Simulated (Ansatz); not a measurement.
# BaS: the cost of one run

Computed with Ansatz 0.2.0 (DFT PBE, scalar-relativistic, plane waves, PAW, unless a step's input says otherwise).

### Step 1. Starting point

Symmetry: P-6m2, No. 187, hexagonal system. Conventional cell: a = 5.167 Å, b = 5.167 Å, c = 3.410 Å, α = 90.00°, β = 90.00°, γ = 120.00°. Ba (site symmetry -6m2) is surrounded by 2 Ba at 3.41 Å and 6 S at 3.44 Å. S (site symmetry -6m2) is surrounded by 2 S at 3.41 Å and 6 Ba at 3.44 Å.

As a file:

```cif
data_structure
_symmetry_space_group_name_H-M 'P-6m2'
_symmetry_Int_Tables_number 187
_cell_length_a 5.1668
_cell_length_b 5.1668
_cell_length_c 3.4098
_cell_angle_alpha 90.000
_cell_angle_beta 90.000
_cell_angle_gamma 120.000
_cell_volume 78.83
loop_
_atom_site_label
_atom_site_type_symbol
_atom_site_symmetry_multiplicity
_atom_site_Wyckoff_symbol
_atom_site_fract_x
_atom_site_fract_y
_atom_site_fract_z
_atom_site_occupancy
Ba1 Ba 1 b 0.00000 0.00000 0.50000 1
S1 S 1 e 0.66667 0.33333 0.00000 1
```

The cell is invented: random cell by space group and Wyckoff sites (P-6m2, No. 187). Lengths come from tabulated atomic sizes and are only a guess.

### Step 2. Probe: one point on a coarse mesh

Input file input.yaml:

```yaml
crystal:
  lattice:
    - [5.16682867, 0.0, 0.0]
    - [-2.58341433, 4.47460488, 0.0]
    - [0.0, 0.0, 3.40982102]
  atoms:
    - { symbol: Ba, position: [0.0, 0.0, 0.5] }
    - { symbol: S, position: [0.66666667, 0.33333333, 0.0] }
basis:
  ecutwfc: 420
kpoints:
  mp_grid: { grid: [6, 6, 6] }
hamiltonian:
  xc: pbe
scf:
  occupations: { method: gaussian, width: 0.1 }
  lower_state_search: "off"
output:
  forces: true
  stress: true
  eigenvalues: true
```

Launch:

```console
> ansatz run input.yaml --threads 1 --pin off --max-ram 2048MiB --backend cpu --events-out ev --progress --plain --runs-dir out
```

Q: Estimate wall time and peak memory on 1 thread of Arm Neoverse V2, shared host.

About 2.6 s, with a peak of 0.33 GiB.
